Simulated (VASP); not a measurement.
# ZnSnN2 (I-42d) in VASP: notebook

One crystal, ZnSnN2, is run at these levels: PBE; tasks: relaxation of cell and atoms.

Program: VASP 6.6.1. These are calculated values, not measurements. Logs are shortened: lines on timing, memory, paths and dates and some standing lists are left out, and cuts for length are marked.

### Step 1. The structure

The structure is tetragonal, space group I-42d (No. 122). Conventional cell: a = 4.822 Å, b = 4.822 Å, c = 9.620 Å, α = 90.00°, β = 90.00°, γ = 90.00°. Zn (site symmetry -4) has 4 N at 2.08 Å as nearest neighbours. Around Sn (site symmetry -4) lie 4 N at 2.09 Å. N (site symmetry 2) is surrounded by 2 Zn at 2.08 Å and 2 Sn at 2.09 Å.

The cell was built by a generator and needn't be a form met in nature.

### Step 2. Relaxation of cell and atoms, PBE

INCAR reads:

```
SYSTEM = ZnSnN2
PREC = Accurate ; ENCUT = 520
EDIFF = 1E-6 ; ISMEAR = 0
SIGMA = 0.1 ; LREAL = .False.
LASPH = .True. ; NELM = 120
ALGO = Normal ; ISIF = 3
LWAVE = .False. ; LCHARG = .False.
GGA = PE ; IBRION = 2
NSW = 90 ; EDIFFG = -0.01
KPAR = 4
```

KPOINTS reads:

```
regular mesh
0
Gamma
  10 10 10
  0 0 0
```

POSCAR reads:

```
ZnSnN2
1.0
   -2.4110000000      2.4110000000      4.8100000000
    2.4110000000     -2.4110000000      4.8100000000
    2.4110000000      2.4110000000     -4.8100000000
Zn Sn N
2 2 4
Direct
    0.7500000000      0.2500000000      0.5000000000
    0.0000000000      0.0000000000      0.0000000000
    0.2500000000      0.7500000000      0.5000000000
    0.5000000000      0.5000000000      0.0000000000
    0.8750000000      0.3728224800      0.9978224800
    0.6271775200      0.6250000000      0.5021775200
    0.3750000000      0.8771775200      0.0021775200
    0.1228224800      0.1250000000      0.4978224800
```

Potentials or basis: VASP PAW PBE potentials, release 64 (Zn, Sn_d, N).

The run is started by

```console
$ cat potpaw_PBE.64/Zn/POTCAR potpaw_PBE.64/Sn_d/POTCAR potpaw_PBE.64/N/POTCAR > POTCAR
$ mpirun -np 4 vasp_std > vasp.out
```

OUTCAR:

```text
SYSTEM = ZnSnN2
   PREC = Accurate
   ENCUT = 520
   EDIFF = 1E-6
   ISMEAR = 0
   LREAL = .False.
   LASPH = .True.
   NELM = 120
   ISIF = 3
   GGA = PE
   IBRION = 2
   NSW = 90
   EDIFFG = -0.01

 ion  position               nearest neighbor table
   1  0.750  0.250  0.500-   5 2.08   6 2.08   7 2.08   8 2.08
   2  0.000  0.000  0.000-   6 2.08   7 2.08   8 2.08   5 2.08
   3  0.250  0.750  0.500-   7 2.09   8 2.09   5 2.09   6 2.09   4 3.41   4 3.41   4 3.41   4 3.41

   4  0.500  0.500  0.000-   8 2.09   5 2.09   6 2.09   7 2.09   3 3.41   3 3.41   3 3.41   3 3.41

   5  0.875  0.373  0.998-   1 2.08   2 2.08   3 2.09   4 2.09
   6  0.627  0.625  0.502-   1 2.08   2 2.08   3 2.09   4 2.09
   7  0.375  0.877  0.002-   1 2.08   2 2.08   3 2.09   4 2.09
   8  0.123  0.125  0.498-   1 2.08   2 2.08   4 2.09   3 2.09

  LATTYP: Found a body centered tetragonal cell.
 ALAT       =     4.8220000000
 C/A-ratio  =     1.9950228121

  Lattice vectors:

 A1 = (  -2.4110000000,   2.4110000000,   4.8100000000)
 A2 = (   2.4110000000,  -2.4110000000,   4.8100000000)
 A3 = (   2.4110000000,   2.4110000000,  -4.8100000000)

Analysis of symmetry for initial positions (statically):
=====================================================================
 Subroutine PRICEL returns:
 Original cell was already a primitive cell.

 Routine SETGRP: Setting up the symmetry group for a
 body centered tetragonal supercell.

 Subroutine GETGRP returns: Found  8 space group operations
 (whereof  4 operations were pure point group operations)
 out of a pool of 16 trial point group operations.

The static configuration has the point symmetry S_4 .
 The point group associated with its full space group is D_2d.

Analysis of symmetry for dynamics (positions and initial velocities):
=====================================================================
 Subroutine PRICEL returns:
 Original cell was already a primitive cell.

 Routine SETGRP: Setting up the symmetry group for a
 body centered tetragonal supercell.

 Subroutine GETGRP returns: Found  8 space group operations
 (whereof  4 operations were pure point group operations)
 out of a pool of 16 trial point group operations.

The dynamic configuration has the point symmetry S_4 .
 The point group associated with its full space group is D_2d.

 Subroutine INISYM returns: Found  8 space group operations
 (whereof  4 operations are pure point group operations),
 and found     1 'primitive' translations

----------------------------------------------------------------------------------------

                                     Primitive cell

  volume of cell :     111.8406

  direct lattice vectors                    reciprocal lattice vectors
    -2.411000000  2.411000000  4.810000000     0.000000000  0.207382829  0.103950104
     2.411000000 -2.411000000  4.810000000     0.207382829  0.000000000  0.103950104
     2.411000000  2.411000000 -4.810000000     0.207382829  0.207382829  0.000000000

  length of vectors
     5.895925881  5.895925881  5.895925881     0.231976856  0.231976856  0.293283609

  position of ions in fractional coordinates (direct lattice)
     0.750000000  0.250000000  0.500000000
     0.000000000  0.000000000  0.000000000
     0.250000000  0.750000000  0.500000000
     0.500000000  0.500000000  0.000000000
     0.875000000  0.372822480  0.997822480
     0.627177520  0.625000000  0.502177520
     0.375000000  0.877177520  0.002177520
     0.122822480  0.125000000  0.497822480

  ion indices of the primitive-cell ions
   primitive index   ion index
                 1           1
                 2           2
                 3           3
                 4           4
                 5           5
                 6           6
                 7           7
                 8           8

----------------------------------------------------------------------------------------

 KPOINTS: regular mesh

Automatic generation of k-mesh.
 Grid dimensions read from file:
 generate k-points for:   10   10   10

 Generating k-lattice:

  Cartesian coordinates                     Fractional coordinates (reciprocal lattice)
     0.000000000  0.020738283  0.010395010     0.100000000 -0.000000000  0.000000000
     0.020738283  0.000000000  0.010395010    -0.000000000  0.100000000  0.000000000
     0.020738283  0.020738283  0.000000000     0.000000000  0.000000000  0.100000000

  Length of vectors
     0.023197686  0.023197686  0.029328361

  Shift w.r.t. Gamma in fractional coordinates (k-lattice)
     0.000000000  0.000000000  0.000000000

 Subroutine IBZKPT returns following result:
 ===========================================

 Found    102 irreducible k-points:

 Following reciprocal coordinates:
            Coordinates               Weight
  0.000000  0.000000  0.000000      1.000000
  0.100000 -0.000000  0.000000      8.000000
  0.200000 -0.000000  0.000000      8.000000
  0.300000  0.000000 -0.000000      8.000000
  0.400000  0.000000  0.000000      8.000000
  0.500000  0.000000 -0.000000      4.000000
[... 16 lines left out ...]
  0.300000  0.300000 -0.000000      8.000000
  0.400000  0.300000 -0.000000     16.000000
 [... further k-points ...]
   k-points           NKPTS =    102   k-points in BZ     NKDIM =    102   number of bands    NBANDS=     43
   number of dos      NEDOS =    301   number of ions     NIONS =      8
   total plane-waves  NPLWV = 110592
   dimension x,y,z NGX =    48 NGY =   48 NGZ =   48
   dimension x,y,z NGXF=    96 NGYF=   96 NGZF=   96
   ions per type =               2   2   4
   NGX,Y,Z   is equivalent  to a cutoff of  13.53, 13.53, 13.53 a.u.
   NGXF,Y,Z  is equivalent  to a cutoff of  27.07, 27.07, 27.07 a.u.
 SYSTEM =  ZnSnN2
   PREC   = accura    normal or accurate (medium, high low for compatibility)
   ISTART =      0    job   : 0-new  1-cont  2-samecut
   ICHARG =      2    charge: 1-file 2-atom 10-const
   ISPIN  =      1    spin polarized calculation?
   LNONCOLLINEAR =      F non collinear calculations
   LSORBIT =      F    spin-orbit coupling
   LASPH  =      T    aspherical Exc in radial PAW
   ENCUT  =  520.0 eV  38.22 Ry    6.18 a.u.  10.96 10.96 10.96*2*pi/ulx,y,z
   NELM   =    120;   NELMIN=  2; NELMDL= -5     # of ELM steps
   EDIFF  = 0.1E-05   stopping-criterion for ELM
   LREAL  =      F    real-space projection
   EDIFFG = -.1E-01   stopping-criterion for IOM
   NSW    =     90    number of steps for IOM
   IBRION =      2    ionic relax: 0-MD 1-quasi-New 2-CG
   NFREE  =      1    steps in history (QN), initial steepest desc. (CG)
   ISIF   =      3    stress and relaxation
   ISYM   =      2    0-nonsym 1-usesym 2-fastsym
   POTIM  = 0.5000    time-step for ionic-motion
   TEBEG  =    0.0;   TEEND  =   0.0 temperature during run
   PSTRESS=    0.0 pullay stress
   NELECT =      72.0000    total number of electrons
   NUPDOWN=      -1.0000    fix difference up-down
   EMIN   =  10.00;   EMAX   =-10.00  energy-range for DOS
   EFERMI =   0.00;   METHOD = LEGACY
   ISMEAR =     0;   SIGMA  =   0.10  broadening in eV -4-tet -1-fermi 0-gaus
   EFERMI_NEDOS =   21; number of points for ismear=-14 and -15
   IALGO  =     38    algorithm
   IMIX   =      4    mixing-type and parameters
     AMIX     =   0.40;   BMIX     =  1.00
     AMIX_MAG =   1.60;   BMIX_MAG =  1.00
  volume/ion in A,a.u.               =      13.98        94.34
  Fermi-wavevector in a.u.,A,eV,Ry     =   1.413576  2.671271 27.187123  1.998197
  Thomas-Fermi vector in A             =   2.535207
   LORBIT       =      0    0 simple, 1 ext, 2 COOP (PROOUT), +10 PAW based schemes
   GGA     = PE    functional components
   LHFCALC =     F    Hartree Fock is set to
   AEXX    =    0.0000 exact exchange contribution
   IVDW    =     0    specifies the selected vdW correction
   LEPSILON=     F    determine dielectric tensor
   LRPA    =     F    only Hartree local field effects (RPA)
 conjugate gradient relaxation of ions
 non-spin polarized calculation
 Gauss-broadening in eV      SIGMA  =   0.10
  energy-cutoff  :      520.00
  volume of cell :      111.84
 maximum number of plane-waves:      3040
 NGX is ok and might be reduce to    48
   NGX = 21   NGY = 21   NGZ = 21

--------------------------------------- Ionic step        1  -------------------------------------------

 number of electron      72.0000013 magnetization

 Free energy of the ion-electron system (eV)
  ---------------------------------------------------
  ext. energy  EPLUGINS =         0.00000000
  ---------------------------------------------------
  free energy    TOTEN  =       -42.83451252 eV

  energy without entropy =      -42.83419547  energy(sigma->0) =      -42.83435400

------------------------ aborting loop because EDIFF is reached ----------------------------------------

  FORCE on cell =-STRESS in cart. coord.  units (eV):
  Direction    XX          YY          ZZ          XY          YZ          ZX
  --------------------------------------------------------------------------------------
  -------------------------------------------------------------------------------------
  Total       -0.4780787     -0.4780787     -0.0037878      0.0000000      0.0000000      0.0000000
  in kB       -6.8487373     -6.8487373     -0.0542625      0.0000000      0.0000000      0.0000000
  external PRESSURE =      -4.5839124 kB  Pullay stress =       0.0000000 kB
[... 107 lines left out ...]
  FREE ENERGIE OF THE ION-ELECTRON SYSTEM (eV)
  ---------------------------------------------------
  free  energy   TOTEN  =       -42.8352214425 eV

  energy  without entropy=      -42.8349037754  energy(sigma->0) =      -42.83506261

[... ionic steps 4 to 9 ...]

--------------------------------------- Ionic step       10  -------------------------------------------

 number of electron      72.0000011 magnetization

------------------------ aborting loop because EDIFF is reached ----------------------------------------

  FORCE on cell =-STRESS in cart. coord.  units (eV):
  Direction    XX          YY          ZZ          XY          YZ          ZX
  --------------------------------------------------------------------------------------
  -------------------------------------------------------------------------------------
  Total       -0.0840951     -0.0840951     -0.0418219      0.0000000     -0.0000000      0.0000000
  in kB       -1.2065030     -1.2065030     -0.6000146      0.0000000     -0.0000000      0.0000000
  external PRESSURE =      -1.0043402 kB  Pullay stress =       0.0000000 kB
[... 69 lines left out ...]
  energy  without entropy=      -42.8363889675  energy(sigma->0) =      -42.83655001

--------------------------------------- Ionic step       12  -------------------------------------------

 number of electron      72.0000011 magnetization

 Free energy of the ion-electron system (eV)
  ---------------------------------------------------
  ext. energy  EPLUGINS =         0.00000000
  ---------------------------------------------------
  free energy    TOTEN  =       -42.83672617 eV

  energy without entropy =      -42.83640391  energy(sigma->0) =      -42.83656504

 E-fermi :   5.0843     XC(G=0): -10.8991

 val. band max:        4.9890391679   @ k =   0.0000   0.0000   0.0000
 cond. band min:       5.6479994390   @ k =  -0.1000  -0.1000   0.1000
 fundamental gap:      0.6589602712
 Fermi energy:         5.0842509857

 k-point     1 :       0.0000    0.0000    0.0000
  band No.  band energies     occupation
      1     -15.9363      2.00000
      2     -15.9363      2.00000
      3     -15.9133      2.00000
      4     -15.7617      2.00000
      5     -15.7403      2.00000
      6     -15.7403      2.00000
[... 1093 lines left out ...]
     42      11.4085      0.00000
     43      11.7589      0.00000

 [... further k-points ...]

------------------------ aborting loop because EDIFF is reached ----------------------------------------

  FORCE on cell =-STRESS in cart. coord.  units (eV):
  Direction    XX          YY          ZZ          XY          YZ          ZX
  --------------------------------------------------------------------------------------
  -------------------------------------------------------------------------------------
  Total       -0.0252183     -0.0252183     -0.0087545      0.0000000      0.0000000      0.0000000
  in kB       -0.3619993     -0.3619993     -0.1256671      0.0000000      0.0000000      0.0000000
  external PRESSURE =      -0.2832219 kB  Pullay stress =       0.0000000 kB
[... 23 lines left out ...]
  FREE ENERGIE OF THE ION-ELECTRON SYSTEM (eV)
  ---------------------------------------------------
  free  energy   TOTEN  =       -42.8367261721 eV

  energy  without entropy=      -42.8364039072  energy(sigma->0) =      -42.83656504

 reached required accuracy - stopping structural energy minimisation
```

It took 11 min on 4 MPI ranks of Intel Xeon 6975P-C (Granite Rapids), shared host; peak memory 0.64 GiB.

What came out:

| Item | Value |
| --- | --- |
| Free energy | -42.8367 eV |
| Relaxed volume | 13.95 Å³/atom |
| Relaxed cell | a = 5.910 Å, b = 5.910 Å, c = 5.910 Å, α = 132.04°, β = 132.04°, γ = 70.16° |
| Space group after relaxing (to 0.05 Å) | I-42d (No. 122) |
| Energy gained by relaxing | 0.3 meV/atom |
| Ionic steps | 12 |
| Pressure after relaxing | 0.0 GPa |
| Largest force after relaxing | 0.004 eV/Å |
| Band gap on the k mesh | none (metal or under the smearing width) |

Forces on the atoms (eV/Å):
```
Zn   0.000  0.000  0.000
Zn   0.000  0.000  0.000
Sn   0.000  0.000  0.000
Sn   0.000  0.000  0.000
N   -0.004  0.000  0.000
N    0.000  0.004  0.000
N    0.004  0.000  0.000
N    0.000 -0.004  0.000
```

The path:
```
step  energy change (eV)  largest force (eV/Å)  pressure (GPa)  volume (Å³)
   1              0.0000                0.0571           -0.46       111.84
   2             -0.0005                0.0395            0.61       111.19
   3             -0.0007                0.0465            0.23       111.48
   4             -0.0007                0.0450            0.32       111.42
   5             -0.0019                0.0035            0.17       111.49
   6             -0.0020                0.0300            0.07       111.53
   7             -0.0020                0.0264            0.07       111.52
   8             -0.0022                0.0120           -0.02       111.62
   9             -0.0021                0.0035           -0.14       111.73
  10             -0.0022                0.0050           -0.10       111.67
  11             -0.0022                0.0115            0.02       111.57
  12             -0.0022                0.0038           -0.03       111.61
```

Final structure:
```
Zn Sn N
1.0
    -2.40194    2.40194    4.83652
     2.40194   -2.40194    4.83652
     2.40194    2.40194   -4.83652
Zn Sn N
2 2 4
Direct
  0.75000 0.25000 0.50000
  0.00000 0.00000 0.00000
  0.25000 0.75000 0.50000
  0.50000 0.50000 0.00000
  0.87500 0.37185 0.99685
  0.62815 0.62500 0.50315
  0.37500 0.87815 0.00315
  0.12185 0.12500 0.49685
```

Levels at points of the mesh, in eV from the Fermi level:
```csv
k point,band 33,band 34,band 35,band 36,band 37,band 38,band 39,band 40
"(0.00, 0.00, 0.00)",-2.30,-0.12,-0.10,-0.10,-0.10,2.77,5.13,5.16
"(0.50, 0.00, 0.00)",-1.89,-1.55,-1.25,-0.75,2.99,3.76,4.98,5.41
"(0.50, 0.50, 0.00)",-0.91,-0.91,-0.67,-0.67,2.84,2.84,4.95,4.95
"(0.50, 0.50, 0.50)",-1.40,-1.40,-1.15,-1.15,2.70,2.70,2.91,2.91
```

### Step 3. Relaxation of cell and atoms, PBE

This run uses another cell than the first one, of 13.95 Å³/atom, 0.998 times its volume.

INCAR reads:

```
SYSTEM = ZnSnN2
PREC = Accurate ; ENCUT = 520
EDIFF = 1E-7 ; ISMEAR = 0
SIGMA = 0.1 ; LREAL = .False.
LASPH = .True. ; NELM = 120
ALGO = Normal ; ISIF = 3
LWAVE = .False. ; LCHARG = .False.
GGA = PE ; IBRION = 2
NSW = 60 ; EDIFFG = -0.005
POTIM = 0.3 ; KPAR = 4
```

KPOINTS is that of step 2.

POSCAR reads:

```
ZnSnN2                                  
1.0
   -2.4019435990      2.4019435990      4.8365234609
    2.4019435990     -2.4019435990      4.8365234609
    2.4019435990      2.4019435990     -4.8365234609
  Zn              Sn              N             
     2     2     4
Direct
     0.7500000000000000    0.2500000000000000    0.5000000000000000
     0.0000000000000000    0.0000000000000000    0.0000000000000000
     0.2500000000000000    0.7500000000000000    0.5000000000000000
     0.5000000000000000    0.5000000000000000    0.0000000000000000
     0.8750000000000000    0.3718544268549567    0.9968544268549496
     0.6281455731450504    0.6250000000000000    0.5031455731450504
     0.3750000000000000    0.8781455731450504    0.0031455731450433
     0.1218544268549567    0.1250000000000000    0.4968544268549567
```

Potentials or basis: VASP PAW PBE potentials, release 64 (Zn, Sn_d, N).

The run is started by

```console
$ cat potpaw_PBE.64/Zn/POTCAR potpaw_PBE.64/Sn_d/POTCAR potpaw_PBE.64/N/POTCAR > POTCAR
$ mpirun -np 4 vasp_std > vasp.out
```

It took 2.7 min on 4 MPI ranks of Intel Xeon 6975P-C (Granite Rapids), shared host; peak memory 0.61 GiB.

Results (log left out):

| Item | Value |
| --- | --- |
| Free energy | -42.8366 eV |
| Pressure after relaxing | 0.0 GPa |
| Largest force after relaxing | 0.004 eV/Å |
| Band gap on the k mesh | none (metal or under the smearing width) |

Forces in eV/Å, atoms in the order of the input:
```
Zn   0.000  0.000  0.000
Zn   0.000  0.000  0.000
Sn   0.000  0.000  0.000
Sn   0.000  0.000  0.000
N   -0.004  0.000  0.000
N    0.000  0.004  0.000
N    0.004  0.000  0.000
N    0.000 -0.004  0.000
```

Final structure:
```yaml
crystal:
  lattice:
    - [-2.40194, 2.40194, 4.83652]
    - [2.40194, -2.40194, 4.83652]
    - [2.40194, 2.40194, -4.83652]
  atoms:
    - { symbol: Zn, position: [0.75000, 0.25000, 0.50000] }
    - { symbol: Zn, position: [0.00000, 0.00000, 0.00000] }
    - { symbol: Sn, position: [0.25000, 0.75000, 0.50000] }
    - { symbol: Sn, position: [0.50000, 0.50000, 0.00000] }
    - { symbol: N, position: [0.87500, 0.37185, 0.99685] }
    - { symbol: N, position: [0.62815, 0.62500, 0.50315] }
    - { symbol: N, position: [0.37500, 0.87815, 0.00315] }
    - { symbol: N, position: [0.12185, 0.12500, 0.49685] }
```

Levels at points of the mesh, in eV from the Fermi level:
```
           k point  band 33  band 34  band 35  band 36  band 37  band 38  band 39  band 40
(0.00, 0.00, 0.00)    -2.30    -0.12    -0.10    -0.10    -0.10     2.77     5.13     5.16
(0.50, 0.00, 0.00)    -1.89    -1.55    -1.25    -0.75     2.99     3.76     4.98     5.41
(0.50, 0.50, 0.00)    -0.91    -0.91    -0.67    -0.67     2.84     2.84     4.95     4.95
(0.50, 0.50, 0.50)    -1.40    -1.40    -1.15    -1.15     2.70     2.70     2.91     2.91
```

Caveat: the relaxation stopped at its first step, so nothing moved.
